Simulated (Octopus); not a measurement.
# CoSi2 (Fm-3m) in Octopus: reference runs

Reference runs on CoSi2: the cell as given.

All numbers are computed with Octopus 16.4; they aren't measurements. Logs are shortened: lines on timing, memory, paths and dates and some standing lists are left out, and cuts for length are marked.

### Step 1. Starting point

Symmetry: Fm-3m, No. 225, cubic system. Conventional cell: a = 5.356 Å, b = 5.356 Å, c = 5.356 Å, α = 90.00°, β = 90.00°, γ = 90.00°. Co (site symmetry m-3m) is surrounded by 8 Si at 2.32 Å. Si (site symmetry -43m) has 4 Co at 2.32 Å as nearest neighbours.

### Step 2. Single point, PBEsol, collinear spin, ferromagnetic start

Input file inp:

```
CalculationMode = gs
UnitsOutput = eV_Angstrom
PeriodicDimensions = 3
ExperimentalFeatures = yes
PseudopotentialSet = pseudodojo_pbesol
%LatticeParameters
 1*angstrom | 1*angstrom | 1*angstrom
%
%LatticeVectors
 0 | 2.678 | 2.678
 2.678 | 0 | 2.678
 2.678 | 2.678 | 0
%
%ReducedCoordinates
 "Co" | 0 | 0 | 0
 "Si" | 0.75 | 0.75 | 0.75
 "Si" | 0.25 | 0.25 | 0.25
%
%Spacing
 0.12216980*angstrom | 0.12216980*angstrom | 0.12216980*angstrom
%
DerivativesOrder = 8
%KPointsGrid
 9 | 9 | 9
%
KPointsUseSymmetries = yes
XCFunctional = gga_x_pbe_sol + gga_c_pbe_sol
SpinComponents = polarized
KPointsUseTimeReversal = no
GuessMagnetDensity = user_defined
%AtomsMagnetDirection
 2.0
 0.0
 0.0
%
SmearingFunction = fermi_dirac
Smearing = 0.05*eV
ExtraStates = 11
Eigensolver = chebyshev_filter
ConvRelDens = 3e-7
MaximumIter = 120
```

Potentials or basis: pseudodojo_pbesol (PseudoDojo 0.4, PBEsol).

Launch:

```bash
$ OMP_NUM_THREADS=1 octopus > out.log
```

out.log:

```text
Running octopus

Version                : 16.4
Optional libraries     :

************************** Calculation Mode **************************
Input: [CalculationMode = gs]
**********************************************************************

Input: [SpinComponents = polarized]

******************************* Space ********************************
Octopus will run in 3 dimension(s).
Octopus will treat the system as periodic in 3 dimension(s).
**********************************************************************

Input: [AllElectronType = no]
Input: [PseudopotentialSet = pseudodojo_pbesol]
Reading Coordinates from ReducedCoordinates block

****************************** Species *******************************
  Species 'Co'
    type             : pseudopotential
    file             : 'Co.upf'
    file format      : UPF2
    valence charge   : 17.0
    atomic number    :  27
    form on file     : kleinman-bylander
    lmax             : 2
    llocal           : -1
    projectors per l : 2
    total projectors : 6
    application form : kleinman-bylander
    orbitals         : 10
    bound orbitals   : 10

  Species 'Si'
    type             : pseudopotential
    file             : 'Si.upf'
    file format      : UPF2
    valence charge   : 4.0
    atomic number    :  14
    form on file     : kleinman-bylander
    lmax             : 2
    llocal           : -1
    projectors per l : 2
    total projectors : 6
    application form : kleinman-bylander
    orbitals         :  4
    bound orbitals   :  4

**********************************************************************

***************************** Symmetries *****************************
Space group No.  225
International: Fm-3m
Schoenflies: Oh^5
Info: The system has    48 symmorphic symmetries that can be used.
  Index                Rotation matrix                      Fractional translations
    1 :     1   0   0     0   1   0     0   0   1      0.000000    0.000000    0.000000
    2 :    -1   0   0     0  -1   0     0   0  -1      0.000000    0.000000    0.000000
    3 :     1   0  -1     1   0   0     1  -1   0      0.000000    0.000000    0.000000
    4 :    -1   0   1    -1   0   0    -1   1   0      0.000000    0.000000    0.000000
    5 :     0   1  -1     1   0  -1     0   0  -1      0.000000    0.000000    0.000000
    6 :     0  -1   1    -1   0   1     0   0   1      0.000000    0.000000    0.000000
[... 40 lines left out ...]
   47 :     0   1  -1    -1   1   0     0   1   0      0.000000    0.000000    0.000000
   48 :     0  -1   1     1  -1   0     0  -1   0      0.000000    0.000000    0.000000
Info: The system also has     0 nonsymmorphic symmetries (not used for electrons).
**********************************************************************

Input: [CurvMethod = curv_affine]
Input: [DerivativesStencil = stencil_stargeneral]

****************************** Lattice *******************************
  Lattice Vectors [A]
    0.000000    2.678000    2.678000
    2.678000    0.000000    2.678000
    2.678000    2.678000    0.000000
  Cell volume =            38.4115 [A^3]
  Reciprocal-Lattice Vectors [A^-1]
   -1.173112    1.173112    1.173112
    1.173112   -1.173112    1.173112
    1.173112    1.173112   -1.173112
  Cell angles [degree]
    alpha =   60.000
    beta  =   60.000
    gamma =   60.000
**********************************************************************

Checking if the generated full k-point grid is symmetric

    35 k-points generated from parameters :
 ---------------------------------------------------
    n =    9    9    9

    s1  =  0.50  0.50  0.50
[... 117 lines left out ...]
Info: Could not find 'restart/gs' directory for restart.
[... 18 lines left out ...]
** Warning:
**   Cannot do LCAO for all states because there are not enough atomic orbitals.
**   Required: 24. Available: 18. 6 orbitals will be randomized.

Input: [GuessMagnetDensity = user_defined]
Info: Unnormalized total charge =     25.004957
Info: Renormalized total charge =     25.000000

** Warning:
**   Symmetrization discrepancy ratio (scalar) =  4.23682E-06

** Warning:
**   Symmetrization discrepancy ratio (scalar) =  4.74302E-06

Total Magnetic Moment:
 mz =   1.999604
Local Magnetic Moments (sphere radius [A] =   1.160):
 Ion                    mz
   1        Co       1.910938
   2        Si       0.008761
   3        Si       0.008761
Info: Setting up Hamiltonian.
Info: Performing initial LCAO calculation with     18 orbitals.
Info: Getting Hamiltonian matrix elements.

Eigenvalues [eV]
 #st  Spin   Eigenvalue      Occupation
#k =       1, k = (  0.000000,  0.000000,  0.000000)
   1   up   -90.645911       1.000000
   1   dn   -88.942505       1.000000
   2   up   -54.185607       1.000000
   2   dn   -52.350185       1.000000
   3   up   -54.185607       1.000000
   3   dn   -52.350113       1.000000
[... 28 lines left out ...]
  18   up    25.449291       0.000000
  18   dn    26.043906       0.000000
#k =       2, k = (  0.111111,  0.000000,  0.000000)
   1   up   -90.595739       1.000000
   1   dn   -88.892099       1.000000
   2   up   -54.180076       1.000000
   2   dn   -52.344409       1.000000
   3   up   -54.179280       1.000000
   3   dn   -52.344342       1.000000
[... 28 lines left out ...]
  18   up    25.867521       0.000000
  18   dn    26.454342       0.000000
[... 33 further k-points ...]
Fermi energy =    13.482561 eV
Generating random wavefunctions for states       19 and above
Orthogonalizing wavefunctions.
Info: Ground-state restart information will be written to 'restart/gs'.
Info: SCF using complex wavefunctions.
Info: Starting SCF iteration.

*********************** SCF CYCLE ITER #    1 ************************
 etot  = -4.59620818E+03 abs_ev   =  8.85E+01 rel_ev   =  1.88E-01
 ediff =        1.69E+02 abs_dens =  3.01E+00 rel_dens =  1.20E-01
Matrix vector products: 1750
Converged eigenvectors: 0

#  State  KPoint  Spin  Eigenvalue [eV]  Occupation    Error
      1       1    up      -90.649076    1.000000   ( 9.9E-07)
      1       2    up      -90.649065    1.000000   ( 3.1E-05)
      1       3    up      -90.649061    1.000000   ( 2.2E-05)
      1       4    up      -90.649049    1.000000   ( 8.2E-05)
      1       5    up      -90.649040    1.000000   ( 9.2E-05)
      1       6    up      -90.649038    1.000000   ( 7.8E-05)
      1      10    up      -90.649025    1.000000   ( 9.4E-05)
      1       7    up      -90.649021    1.000000   ( 2.8E-05)
[... 23 lines left out ...]
     24      27    up       27.023535    0.000000   ( 1.1E-01)
     24      18    dn       27.240829    0.000000   ( 1.4E-01)
     24      24    up       27.336440    0.000000   ( 1.7E-01)
     24      22    dn       27.376593    0.000000   ( 1.5E-01)
     24      28    dn       27.409778    0.000000   ( 1.6E-01)
     24      32    up       27.589039    0.000000   ( 1.6E-01)
     24      24    dn       28.118836    0.000000   ( 1.6E-01)
     24       1    up       29.014244    0.000000   ( 2.3E-01)

Density of states:

------------------------------------------------------%---------------
-----------------------------------------------------%%---------------
-----------------------------------------------------%%%--------------
-----------------------------------------------------%%%--------------
---------------------%%------------------------------%%%--------------
---------------------%%------------------------------%%%--%%%%--%-----
---------------------%%------------------------------%%%-%%%%%%%%%----
---------------------%%----------------------------%%%%%%%%%%%%%%%%%--
%%-------------------%%---------------------------%%%%%%%%%%%%%%%%%%--
%%-------------------%%--------------------------%%%%%%%%%%%%%%%%%%%%-
                                                        ^

Fermi energy =     5.964380 eV
Total Magnetic Moment:
 mz =   0.273441
Local Magnetic Moments (sphere radius [A] =   1.160):
 Ion                    mz
   1        Co       0.425320
   2        Si      -0.040722
   3        Si      -0.040722
[... 307 lines left out ...]
*********************** SCF CYCLE ITER #   18 ************************
 etot  = -4.39067648E+03 abs_ev   =  7.72E-06 rel_ev   =  1.74E-08
 ediff =        1.84E-06 abs_dens =  9.81E-07 rel_dens =  3.92E-08
Matrix vector products: 1750
Converged eigenvectors: 327

#  State  KPoint  Spin  Eigenvalue [eV]  Occupation    Error
      1       1    up      -88.009630    1.000000   ( 2.0E-08)
      1       1    dn      -88.009630    1.000000   ( 1.6E-08)
      1       2    up      -88.009618    1.000000   ( 1.9E-08)
      1       2    dn      -88.009618    1.000000   ( 1.6E-08)
      1       3    up      -88.009614    1.000000   ( 1.9E-08)
      1       3    dn      -88.009614    1.000000   ( 1.6E-08)
      1       4    up      -88.009600    1.000000   ( 1.9E-08)
      1       4    dn      -88.009600    1.000000   ( 1.6E-08)
[... 23 lines left out ...]
     24      31    up       23.884266    0.000000   ( 4.2E-02)
     24      11    dn       24.050608    0.000000   ( 1.4E-02)
     24      10    up       24.062647    0.000000   ( 5.7E-02)
     24      11    up       24.063268    0.000000   ( 3.1E-02)
     24      20    up       24.070378    0.000000   ( 6.1E-02)
     24      20    dn       24.134939    0.000000   ( 1.7E-02)
     24      10    dn       24.254839    0.000000   ( 1.5E-02)
     24      32    up       24.272797    0.000000   ( 6.1E-02)

Density of states:

----------------------%-----------------------------------------------
----------------------%----------------------------------%------------
----------------------%----------------------------------%------------
----------------------%----------------------------------%------------
----------------------%---------------------------------%%------------
----------------------%---------------------------------%%------------
----------------------%---------------------------------%%%-%%%-%-%%--
%---------------------%--------------------------------%%%%%%%%%%%%%%-
%---------------------%------------------------------%%%%%%%%%%%%%%%%-
%---------------------%----------------------------%%%%%%%%%%%%%%%%%%%
                                                          ^

Fermi energy =     6.451681 eV
Total Magnetic Moment:
 mz =   0.000000
Local Magnetic Moments (sphere radius [A] =   1.160):
 Ion                    mz
   1        Co       0.000000
   2        Si       0.000000
   3        Si       0.000000

**********************************************************************

Info: SCF converged in   18 iterations

** Warning:
**   Some of the states are not fully converged!

Info: Number of matrix-vector products:      31500
Info: Finished writing information to 'restart/gs'.

Octopus emitted 41 warnings.
```

Wall time 20 min (1 thread of Arm Neoverse V2, shared host); peak memory 2.5 GiB.

What came out:

```yaml
Free_energy: -4390.6869 eV
Band_gap_on_the_k_mesh: none (metal or under the smearing width)
Net_moment: 0.00 μB per cell
```

Caveat: the starting moments collapsed, and a magnetic state may lie lower.
